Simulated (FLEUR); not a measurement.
# BAs under changes of volume

One of the cells (13.626 Å³/atom); the others are scaled copies at fixed shape and fractional positions:

```xyz
2
Lattice="0.0000 2.3885 2.3885 2.3885 0.0000 2.3885 2.3885 2.3885 0.0000" Properties=species:S:1:pos:R:3 pbc="T T T"
As    3.5827    3.5827    3.5827
B     0.0000    0.0000    0.0000
```

| Item | Value |
| --- | --- |
| Program | FLEUR MaX-R8.1 (later development tree) |
| Functional | r2SCAN |
| Potentials or basis | all-electron |
| Basis | FLAPW |
| Kmax | 4.92 1/bohr |
| k mesh | 10 × 10 × 10 |
| Occupations | fermi-dirac, width 0.05 eV |
| Spin | no spin polarisation |

```tsv
volume (Å³/atom)	energy over the lowest point (meV/atom)	gap on the mesh (eV)
12.809	27.87	1.30
13.081	12.76	1.32
13.626	0.00	1.37
14.171	6.73	1.40
14.444	?	?
```

**Question.** What does the run at 14.444 Å³/atom give?

**Answer.** Energy over the lowest point 16.30 meV/atom; gap on the mesh 1.42 eV.

Worked out: A Birch-Murnaghan fit of order 2 (a polynomial in V^(-2/3)) to the other rows has its minimum at 13.69 Å³/atom with B0 = V·E''(V) = 141 GPa. It gives 16.36 meV/atom at 14.444 Å³/atom, against the run's 16.30. A straight line through the other rows of the gap, of slope 1.02 eV per unit of ln V, extrapolates to 1.42 eV, against the run's 1.42.

Energies are extrapolated to zero smearing.

Caveats: the meta-GGA is that of a development version, with a GGA for the radial functions and cores and without core tails.

A mesh can miss the band edges. Spin-orbit coupling on As is left out.
